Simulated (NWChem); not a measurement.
# C3H6O (acetone) at 3 levels

We compute a comparison of 3 runs (HF/STO-3G, HF/3-21G, B3LYP/6-31G*) of C3H6O (acetone). 

Program for the calculation: NWChem 7.3.0.

## Step 1: The molecule

C3H6O: 10 atoms, total charge 0, spin state singlet. SMILES: `CC(C)=O`. Geometry: relaxed at PBE0-D4/def2-TZVP.

Bond lengths: C1–C2 1.506 Å, C2–C3 1.506 Å, C2–O4 1.206 Å, C1–H5 1.093 Å, C1–H6 1.094 Å, C1–H7 1.088 Å, C3–H8 1.094 Å, C3–H9 1.088 Å, C3–H10 1.093 Å. Some angles: C1–C2–C3 116.4°, C1–C2–O4 121.8°, C3–C2–O4 121.8°, C2–C1–H5 110.6°, C2–C1–H6 109.7°, C2–C1–H7 110.1°, C2–C3–H8 109.7°, C2–C3–H9 110.1°, C2–C3–H10 110.6°, H5–C1–H6 106.8°.

## Step 2: Energy and gradient at HF/STO-3G (run 1)

m1.xyz reads:

```xyz
10

C     -0.763500     0.843700    -0.605500
C      0.498000     0.046700    -0.400600
C      0.525100    -0.866200     0.797100
O      1.435000     0.134800    -1.154100
H     -1.637300     0.186500    -0.611300
H     -0.898500     1.540800     0.227000
H     -0.707800     1.399400    -1.539600
H     -0.233900    -1.646100     0.683600
H      1.506700    -1.325600     0.895800
H      0.276100    -0.314000     1.707400
```

m1.nw reads:

```
start m1
memory 2200 mb
charge 0
geometry noautosym nocenter noautoz
 load format xyz m1.xyz
end
basis spherical bse
 * library STO-3G
end
scf
 thresh 1e-08
 maxiter 80
end
task scf gradient
```

Run with:

```bash
$ nwchem m1.nw > m1.out
```

The program printed:

```text
[...]
  functions       =    26
[...]
  wavefunction    = RHF
[...]
         Total SCF energy =   -189.533170289127
      One-electron energy =   -496.128224685441
      Two-electron energy =    186.676332106919
 Nuclear repulsion energy =    119.918722289396
        Time for solution =      1.3s
[...]
                         RHF ENERGY GRADIENTS
    atom               coordinates                        gradient
                 x          y          z           x          y          z
   1 C      -1.442806   1.594362  -1.144229    0.028819  -0.014432  -0.004130
   2 C       0.941084   0.088250  -0.757024    0.001197   0.000128  -0.000969
   3 C       0.992295  -1.636881   1.506301    0.008419   0.017837  -0.025831
   4 O       2.711757   0.254735  -2.180933   -0.027745  -0.002602   0.022313
   5 H      -3.094048   0.352434  -1.155189   -0.004955  -0.003701   0.003001
   6 H      -1.697919   2.911690   0.428968   -0.001054   0.001887   0.006308
   7 H      -1.337548   2.644483  -2.909422    0.002211   0.001238  -0.003142
   8 H      -0.442007  -3.110678   1.291817   -0.006147  -0.002546  -0.000515
   9 H       2.847250  -2.505021   1.692817    0.003608  -0.000665  -0.001560
  10 H       0.521753  -0.593374   3.226518   -0.004352   0.002854   0.004523
[...]
```

Wall time 2.1 s (1 thread of Intel Xeon 6975P-C (Granite Rapids), shared host); peak memory 0.099 GiB.

## Step 3: Energy and gradient at HF/3-21G (run 2)

c3h6o.xyz reads:

```xyz
10
C3H6O hf
C     -0.763500     0.843700    -0.605500
C      0.498000     0.046700    -0.400600
C      0.525100    -0.866200     0.797100
O      1.435000     0.134800    -1.154100
H     -1.637300     0.186500    -0.611300
H     -0.898500     1.540800     0.227000
H     -0.707800     1.399400    -1.539600
H     -0.233900    -1.646100     0.683600
H      1.506700    -1.325600     0.895800
H      0.276100    -0.314000     1.707400
```

c3h6o.nw reads:

```
start c3h6o
title "C3H6O hf"
memory stack 880 mb heap 220 mb global 1100 mb

geometry units angstrom noautosym nocenter noautoz
   load c3h6o.xyz
end

basis spherical bse
   * library 3-21G
end

scf
   thresh 1e-08
   maxiter 80
   print medium
end

task scf gradient
```

Run with:

```bash
$ nwchem c3h6o.nw > c3h6o.out
```

The program printed:

```text
[...]
  functions       =    48
[...]
  wavefunction    = RHF
[...]
         Total SCF energy =   -190.886625024740
      One-electron energy =   -496.270303219924
      Two-electron energy =    185.464955905788
 Nuclear repulsion energy =    119.918722289396
        Time for solution =      1.7s
[...]
                         RHF ENERGY GRADIENTS
    atom               coordinates                        gradient
                 x          y          z           x          y          z
   1 C      -1.442806   1.594362  -1.144229    0.010660  -0.003455  -0.003442
   2 C       0.941084   0.088250  -0.757024    0.001321   0.000132  -0.001072
   3 C       0.992295  -1.636881   1.506301    0.005210   0.004897  -0.009312
   4 O       2.711757   0.254735  -2.180933   -0.009882  -0.000924   0.007948
   5 H      -3.094048   0.352434  -1.155189   -0.004670  -0.003340   0.001339
   6 H      -1.697919   2.911690   0.428968   -0.001067   0.002559   0.004814
   7 H      -1.337548   2.644483  -2.909422    0.000091   0.003413  -0.005379
   8 H      -0.442007  -3.110678   1.291817   -0.004621  -0.003082  -0.000245
   9 H       2.847250  -2.505021   1.692817    0.005596  -0.002866   0.000783
  10 H       0.521753  -0.593374   3.226518   -0.002637   0.002667   0.004566
[...]
```

Run time: 2.5 s. Hardware: 1 thread of Intel Xeon 6975P-C (Granite Rapids), shared host; peak memory 0.094 GiB.

## Step 4: Energy and gradient at B3LYP/6-31G(d) (Cartesian functions) (run 3)

calc.nw reads:

```
start calc
memory 2200 mb

geometry noautosym nocenter noautoz
C    -0.763500    0.843700   -0.605500
C     0.498000    0.046700   -0.400600
C     0.525100   -0.866200    0.797100
O     1.435000    0.134800   -1.154100
H    -1.637300    0.186500   -0.611300
H    -0.898500    1.540800    0.227000
H    -0.707800    1.399400   -1.539600
H    -0.233900   -1.646100    0.683600
H     1.506700   -1.325600    0.895800
H     0.276100   -0.314000    1.707400
end

basis cartesian
* library 6-31G*
end

dft
xc b3lyp
grid xfine
convergence energy 1e-08
maxiter 100
mulliken
end

task dft gradient
```

Run with:

```bash
$ nwchem calc.nw > calc.out
```

The program printed:

```text
[...]
          Wavefunction type:  closed shell.
          No. of atoms     :    10
          No. of electrons :    32
[...]
          Charge           :     0
          Spin multiplicity:     1
[...]
          AO basis - number of functions:    72
[...]
              XC Information
              --------------
                         B3LYP Method XC Potential
                     Hartree-Fock (Exact) Exchange  0.200
                        Slater Exchange Functional  0.800 local
                    Becke 1988 Exchange Functional  0.720 non-local
              Lee-Yang-Parr Correlation Functional  0.810
                  VWN I RPA Correlation Functional  0.190 local
[...]
 d= 0,ls=0.0,diis     1   -193.0378313100 -3.13D+02  2.94D-02  1.04D+00     4.3
[...]
 d= 0,ls=0.0,diis    10   -193.1551798689 -7.50D-09  1.98D-07  1.46D-10    32.2
         Total DFT energy =     -193.155179868887
      One electron energy =     -498.436471977407
           Coulomb energy =      212.468155154346
    Exchange-Corr. energy =      -27.105585335222
 Nuclear repulsion energy =      119.918722289396
[...]
  wavefunction    = closed shell
                         DFT ENERGY GRADIENTS
    atom               coordinates                        gradient
                 x          y          z           x          y          z
   1 C      -1.442806   1.594362  -1.144229    0.004187  -0.002233  -0.000101
   2 C       0.941084   0.088250  -0.757024    0.006953   0.000659  -0.005602
   3 C       0.992295  -1.636881   1.506301    0.000755   0.002655  -0.003859
   4 O       2.711757   0.254735  -2.180933   -0.015208  -0.001425   0.012230
   5 H      -3.094048   0.352434  -1.155189    0.002536   0.000823   0.000404
   6 H      -1.697919   2.911690   0.428968    0.000993  -0.002032  -0.001432
   7 H      -1.337548   2.644483  -2.909422    0.000165  -0.001232   0.001889
   8 H      -0.442007  -3.110678   1.291817    0.001365   0.002257  -0.000471
   9 H       2.847250  -2.505021   1.692817   -0.001973   0.001083  -0.000451
  10 H       0.521753  -0.593374   3.226518    0.000229  -0.000554  -0.002608
[...]
```

Wall time 38 s (1 thread of Intel Xeon 6975P-C (Granite Rapids), shared host); peak memory 0.14 GiB.

## Step 5: All runs side by side

| run | level | Cartesian functions | iteration cap | energy (Eh) | dipole moment (D) | HOMO energy (eV) | LUMO energy (eV) | wall time |
| --- | --- | --- | --- | --- | --- | --- | --- | --- |
| 1 | HF/STO-3G | no | 80 | -189.533170 | 1.91 | -8.81 | 8.17 | 2.1 s |
| 2 | HF/3-21G | no | 80 | -190.886625 | 3.12 | -10.95 | 4.56 | 2.5 s |
| 3 | B3LYP/6-31G* (Cartesian functions) | yes | 100 | -193.155180 | 2.79 | -6.62 | -0.20 | 38 s |

## Step 6: Outcome

```
                       quantity          value
            run 3: total energy  -193.15518 Eh
           run 3: dipole moment         2.79 D
             run 3: HOMO energy       -6.62 eV
             run 3: LUMO energy       -0.20 eV
           run 3: HOMO–LUMO gap        6.42 eV
run 3: largest force on an atom     1.006 eV/Å
```

The dipole moment (its size) runs from 1.91 D (HF/STO-3G) to 3.12 D (HF/3-21G). The HOMO–LUMO gap runs from 6.42 eV (B3LYP/6-31G*) to 16.98 eV (HF/STO-3G). The two ends differ in method and basis. In run 1 the basis is minimal, so the values are rough. All runs together took 43 s, the longest 38 s.
